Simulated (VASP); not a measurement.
Crystal: PbSe (Clausthalite).

```
Pb Se
1.0
     0.00000    3.06065    3.06065
     3.06065    0.00000    3.06065
     3.06065    3.06065    0.00000
Pb Se
1 1
Cartesian
  0.0000 0.0000 0.0000
  3.0606 3.0606 3.0606
```

Base run:

* Program: VASP 6.6.1
* Functional: r2SCAN
* Potentials or basis: VASP PAW PBE potentials, release 64 (Pb_d, Se)
* Cutoff: 520 eV
* k mesh: 6 × 6 × 6
* Occupations: fermi-dirac, width 0.05 eV
* Spin: spin-orbit coupling, no magnetisation

Its results: pressure 1.2 GPa.

Problem. The run is repeated on the same cell with these changes: functional from r2SCAN to SCAN; further incar settings from ALGO = Normal; EDIFF = 1e-06; NBANDS = 32 to ALGO = Normal; EDIFF = 1e-07. What comes out?

Solution. Pressure 0.5 GPa.

Caveats: the PAW data sets were made with another functional, which shifts forces and pressure a little.
